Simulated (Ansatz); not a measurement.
## Does this entry for In₂O₃ lie near equilibrium?

The cell is an entry of the Crystallography Open Database (COD).

Space group I2_13 (No. 199); a = 10.1200 Å.

| site | Wyckoff | site symmetry | x | y | z |
| --- | --- | --- | --- | --- | --- |
| In1 | 8a | .3. | 0.2500 | 0.2500 | 0.2500 |
| In5 | 12b | 2.. | 0.0210 | 0.0000 | 0.2500 |
| In11 | 12b | 2.. | 0.5420 | 0.0000 | 0.2500 |
| O17 | 24c | 1 | 0.1250 | 0.1250 | 0.3750 |
| O29 | 24c | 1 | 0.1250 | 0.3750 | 0.3750 |

One atom of each set is listed; the run and its k-mesh use a cell of 40 atoms with edges of 8.76, 8.76, 8.76 Å.

Method: Kohn–Sham DFT in Ansatz, PBE, plane waves and PAW, scalar-relativistic, 420 eV cutoff, Γ-centred 3×3×3 k-points, Fermi–Dirac smearing 0.02 eV.

Q: Do the atoms and the cell lie near the calculated equilibrium?

A: No. The largest force is 4.5 eV/Å, on atom 11 (In: 2 O at 1.98 Å, angle 130°; also 4 O at 2.46 Å), and the pressure is 11.8 GPa. Such values can come from a cell under pressure, imprecise or misplaced coordinates, missing atoms or a wrong setting of the space group; the run alone doesn't tell which, and gradients calculated on this entry can't be taken for those of the compound at ambient conditions.
